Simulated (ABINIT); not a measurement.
Runs of ABINIT 10.8.3 (patched build) on Sn. Symmetry: Im-3m, No. 229, cubic system. Conventional cell: a = 3.789 Å, b = 3.789 Å, c = 3.789 Å, α = 90.00°, β = 90.00°, γ = 90.00°. Around Sn (site symmetry m-3m) lie 8 Sn at 3.28 Å. This isn't the form of Sn at room conditions, which is tetragonal (white tin).

```csv
level,gap on the mesh (eV),pressure (GPa)
LDA,none,-3.9
AM05,none,-2.8
PBEsol,none,-2.7
r2SCAN,none,-1.1
SCAN,none,-1.1
BLYP,none,(a)
```

Alike in all rows: task band structure; potentials or basis JTH PAW PBE v2.0; no spin polarisation; cell as given; k mesh 10 × 10 × 10; cutoff (eV) 707; smearing fermi-dirac 0.05 eV.

Problem. Fill in the values left out.

Solution. (a) 4.9.

Caveats: the PAW data sets were made with another functional, which shifts forces and pressure a little; spin-orbit coupling is left out, which moves the levels of the heavy elements.

A k mesh can miss the band edges, and the runs leave out spin-orbit coupling on Sn.

A gap of «none» marks a metal or a gap under the smearing width.
